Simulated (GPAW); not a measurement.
# W2C (P-3m1) in GPAW: reference runs

How does W2C come out in PBE? The cell is run as given.

All numbers are computed with GPAW 26.7.0; they aren't measurements. Logs are shortened: lines on timing, memory, paths and dates and some standing lists are left out, and cuts for length are marked. The log counts tension as positive stress, the text compression.

## 1. The crystal as given

It takes space group P-3m1 (No. 164, trigonal). The conventional cell has a = 3.070 Å, b = 3.070 Å, c = 4.678 Å, α = 90.00°, β = 90.00°, γ = 120.00°. W (site symmetry 3m) is surrounded by 3 C at 2.13 Å. C (site symmetry -3m) has 6 W at 2.13 Å as nearest neighbours.

The cell comes from a database or a generator and needn't be the stable form of this composition.

## 2. Single point, PBE

Input file run.py:

```python
from ase import Atoms
from ase.dft.bandgap import bandgap
from ase.io import write
from ase.units import Bohr, GPa
from gpaw import GPAW, PW
from gpaw.elf import elf_from_dft_calculation

atoms = Atoms(['W', 'W', 'C'],
              cell=[[3.070045642, 0.0, 0.0],
                    [-1.535022821, 2.6587375167, 0.0],
                    [0.0, 0.0, 4.678428]],
              scaled_positions=[[0.6666666667, 0.3333333333, 0.253669],
                                [0.3333333333, 0.6666666667, 0.746331],
                                [0.0, 0.0, 0.0]],
              pbc=True)

calc = GPAW(mode=PW(800),
            xc='PBE',
            kpts={'size': (10, 10, 6), 'gamma': True},
            occupations={'name': 'fermi-dirac', 'width': 0.05},
            nbands=30,
            convergence={'density': 1e-05, 'energy': 1e-05},
            maxiter=150,
            txt='gpaw.txt')
atoms.calc = calc
energy = atoms.get_potential_energy()
forces = atoms.get_forces()
stress = atoms.get_stress()
calc.write('gs.gpw')
write('result.traj', atoms)
print(f'Energy: {energy:.6f} eV')
print('Forces (eV/A):')
print(forces.round(4))
print('Stress (GPa):', (stress / GPa).round(3))
print('Fermi level:', round(calc.get_fermi_level(), 4), 'eV')
print(f'Gap: {bandgap(calc)[0]:.4f} eV, direct: {bandgap(calc, direct=True)[0]:.4f} eV')

# fields on the real-space grid
write('density.cube', atoms, data=calc.get_pseudo_density() * Bohr**3)
write('potential.cube', atoms, data=calc.get_electrostatic_potential())
write('elf.cube', atoms, data=elf_from_dft_calculation(calc).data)
```

Potentials or basis: GPAW PAW data sets (gpaw-data 1.2.1), pw.

The run is started by

```bash
> OMP_NUM_THREADS=1 python run.py
```

gpaw.txt:

```text
__  _  _
 | _ |_)|_||  |
 |__||  | ||/\| - 26.7.0

Input parameters:
  mode=PW(ecut=800.0),
  convergence={'density': 1e-05, 'energy': 1e-05},
  kpts=MonkhorstPack(size=(10, 10, 6), gamma=True),
  maxiter=150,
  nbands=30,
  occupations=Occupations(name='fermi-dirac', width=0.05),
  xc=XC(name='PBE')

Diagonalizing LCAO Hamiltonian
Converting LCAO to pw mode

         W

            W

       C

Atoms  # Å, Bohr magnetons
|   | symbol |         x |        y |        z |    initial magnetic moments |
|---|--------|-----------|----------|----------|-----------------------------|
| 0 |      W |  1.535023 | 0.886246 | 1.186772 | ( 0.0000,  0.0000,  0.0000) |
| 1 |      W | -0.000000 | 1.772492 | 3.491656 | ( 0.0000,  0.0000,  0.0000) |
| 2 |      C |  0.000000 | 0.000000 | 0.000000 | ( 0.0000,  0.0000,  0.0000) |

Unit cell  # Å
| periodic |         x |        y |        z |  lengths |     angles |
|----------|-----------|----------|----------|----------|------------|
|      yes |  3.070046 | 0.000000 | 0.000000 | 3.070046 |  90.000000 |
|      yes | -1.535023 | 2.658738 | 0.000000 | 3.070046 |  90.000000 |
|      yes |  0.000000 | 0.000000 | 4.678428 | 4.678428 | 120.000000 |

Number of symmetries: 12
Symmetry operations  # r_c * U_cc + t_c -> r_c
|    | kind |            matrix            |
|----|------|------------------------------|
|  0 |  σ   |  1, 1, 0,  0,-1, 0,  0, 0, 1 |
|  1 |  S6  |  1, 1, 0, -1, 0, 0,  0, 0,-1 |
|  2 |  E   |  1, 0, 0,  0, 1, 0,  0, 0, 1 |
|  3 |  C2  |  1, 0, 0, -1,-1, 0,  0, 0,-1 |
|  4 |  C2  |  0, 1, 0,  1, 0, 0,  0, 0,-1 |
|  5 |  C3  |  0, 1, 0, -1,-1, 0,  0, 0, 1 |
|  6 |  S6  |  0,-1, 0,  1, 1, 0,  0, 0,-1 |
|  7 |  σ   |  0,-1, 0, -1, 0, 0,  0, 0, 1 |
|  8 |  σ   | -1, 0, 0,  1, 1, 0,  0, 0, 1 |
|  9 |  i   | -1, 0, 0,  0,-1, 0,  0, 0,-1 |
| 10 |  C3  | -1,-1, 0,  1, 0, 0,  0, 0, 1 |
| 11 |  C2  | -1,-1, 0,  0, 1, 0,  0, 0,-1 |

BZ-sampling:
  Number of BZ points: 600
  Number of IBZ points: 72

  Monkhorst-Pack size: [10, 10, 6]
  Monkhorst-Pack shift: [0.05, 0.05, 0.08333333333333333]

K-points  # in reciprocal-cell coordinates
|     |                                coordinates |     weight |
|-----|--------------------------------------------|------------|
|   0 | (  0.00000000,   0.00000000,   0.00000000) | 0.00166667 |
|   1 | (  0.00000000,   0.00000000,   0.16666667) | 0.00333333 |
|   2 | (  0.00000000,   0.00000000,   0.33333333) | 0.00333333 |
|   3 | (  0.00000000,   0.00000000,   0.50000000) | 0.00166667 |
|   4 | (  0.10000000,   0.00000000,  -0.33333333) | 0.01000000 |
|   5 | (  0.10000000,   0.00000000,  -0.16666667) | 0.01000000 |
|   6 | (  0.10000000,   0.00000000,   0.00000000) | 0.01000000 |
|   7 | (  0.10000000,   0.00000000,   0.16666667) | 0.01000000 |
|   8 | (  0.10000000,   0.00000000,   0.33333333) | 0.01000000 |
|   9 | (  0.10000000,   0.00000000,   0.50000000) | 0.01000000 |
| ... |                                            |            |
|  71 | (  0.50000000,   0.50000000,   0.50000000) | 0.00500000 |

Plane wave coefficients: 1980
Cutoff: 800.0 eV

Spin-components: 1 (collinear spins)
Bands:           30
Projectors:      17
Spin-degeneracy: 2
Datatype:        complex128

Density:
  Valence electrons: 32.0
  Components: 1
  Grid points: [21 21 32]
  Charge: 0.0  # |e|

Potential:
  Grid points: [21 21 32]

species:
  W:
    name:    Tungsten
    Z:       74.0
    valence: 14
    core:    60
    charge:  0.0  # [|e|]
    compensation charges:
      type: gauss
      rc: 0.40  # [Å]
      lmax: 2
    cutoffs:
      filter: 2.36  # [Å]
      core: 3.02  # [Å]
    projectors
    | kind |    occ | energy [eV] | rcut [Å] |
    |------|--------|-------------|----------|
    |   5s |  2.000 |     -78.830 |    1.344 |
    |   6s |  2.000 |      -5.697 |    1.344 |
    |   5p |  6.000 |     -43.233 |    1.355 |
    |   6p |  0.000 |      -1.367 |    1.355 |
    |   5d |  4.000 |      -4.494 |    1.228 |
    |    d |        |      22.717 |    1.228 |

    Using partial waves for W as LCAO basis

  C:
    name:    Carbon
    Z:       6.0
    valence: 4
    core:    2
    charge:  0.0  # [|e|]
    compensation charges:
      type: gauss
      rc: 0.20  # [Å]
      lmax: 2
    cutoffs:
      filter: 1.14  # [Å]
      core: 1.14  # [Å]
    projectors
    | kind |    occ | energy [eV] | rcut [Å] |
    |------|--------|-------------|----------|
    |   2s |  2.000 |     -13.751 |    0.635 |
    |   2p |  2.000 |      -5.284 |    0.635 |
    |    s |        |      13.461 |    0.635 |
    |    p |        |      21.927 |    0.635 |
    |    d |        |       0.000 |    0.635 |

    Using partial waves for C as LCAO basis

Reference energy: -878570.971426  # eV

eigensolver:
  PPCG
  Converge bands: occupied
  niter=2

density mixing:
  MSR1-Mixer
  Pratt-step length: 0.05
  Maximum mixing coefficient: 0.75
  Old densities: 10
  SVD Regularization: 0.005
  Good broyden scale: 1.0
  Trust region scale: 1.0
  Backstep threshold: 4.0
  History deletion threshold: 6.0
  Fourier metric: weight=20.0, sigma=0.015

occupation numbers:
  Fermi-Dirac:
    width: 0.0500  # eV

poisson solver:
  ecut: 6400.0  # eV

xc functional:
  name: PBE with 2 nearest neighbor stencil

convergence criteria:
- Maximum integral of absolute [dens]ity change: 1e-05 electrons / valence electron
- Maximum [total energy] change in last 3 cyles: 1e-05 eV / valence electron
- Maximum integral of absolute [eigenst]ate change: 4e-08 eV^2 / valence electron
maximum number of iterations: 150

SCF iterations
|iter     | |      energy | eigst |  dens |
|---------|-|-------------|-------|-------|
|iter:   1| |  -34.144988 | +0.05 |       |
|iter:   2| |  -33.551634 | -2.45 | -1.05 |
|iter:   3| |  -32.252481 | -1.60 | -1.10 |
|iter:   4| |  -32.261186 | -2.98 | -1.74 |
|iter:   5| |  -32.269439 | -3.52 | -2.01 |
|iter:   6| |  -32.270270 | -4.30 | -2.43 |
|iter:   7| |  -32.270282 | -5.91 | -3.38 |
|iter:   8| |  -32.270282c| -7.48c| -4.06 |
|iter:   9| |  -32.270282c| -8.19c| -4.53 |
|iter:  10| |  -32.270282c| -9.40c| -5.58c|

Converged in 10 steps
Energy contributions relative to reference atoms: (reference = -878570.971426)

Energy contributions:
  Kinetic:          17.432792
  Coulomb:         -21.062341
  Zero:              0.017764
  External:          0.000000
  Xc:              -28.649148
  Entropy:          -0.018701
  Spinorbit:         0.000000
  ----------------------------
  Free energy:     -32.279633
  Extrapolated:    -32.270282

dipole moment: (-3.047533, -5.278483, -9.288243)  # |e|*Ang

Fermi level: 14.475
Eigenvalues  # (at kpt = [0.000, 0.000, 0.000])
| band index |      eig [eV] | occ [0-2] |
|------------|---------------|-----------|
|          0 |       -60.105 |     2.000 |
|        ... |               |           |
|         10 |         9.096 |     2.000 |
|         11 |         9.096 |     2.000 |
|         12 |        10.530 |     2.000 |
|         13 |        13.033 |     2.000 |
|         14 |        13.159 |     2.000 |
|         15 |        13.159 |     2.000 |
[... 8 lines left out ...]
|         24 |        24.933 |     0.000 |
|         25 |        28.072 |     0.000 |
|        ... |               |           |
|         29 |        33.794 |     0.000 |

No gap
No difference between direct/indirect transitions

Forces  # eV/Ang
|        x |        y |        z |
|----------|----------|----------|
| -0.00000 | -0.00000 |  0.02722 |  # W    0
|  0.00000 |  0.00000 | -0.02722 |  # W    1
|  0.00000 |  0.00000 |  0.00000 |  # C    2

Stress tensor  # eV/Ang^3
|         x |         y |        z |
|-----------|-----------|----------|
|  0.014599 | -0.000000 | 0.000000 |
| -0.000000 |  0.014599 | 0.000000 |
|  0.000000 |  0.000000 | 0.007164 |

# Writing to gs.gpw (mode='')
```

Wall time 70 s (1 thread of Arm Neoverse V2, shared host); peak memory 0.24 GiB.

What came out:

* Free energy: -32.2796 eV
* Pressure: -1.9 GPa
* Largest force: 0.027 eV/Å
* Band gap on the k mesh: none (metal or under the smearing width)

Forces on the atoms (eV/Å):
```
W    0.000  0.000  0.027
W    0.000  0.000 -0.027
C    0.000  0.000  0.000
```

Spin-orbit coupling is left out, which matters for the levels of W.
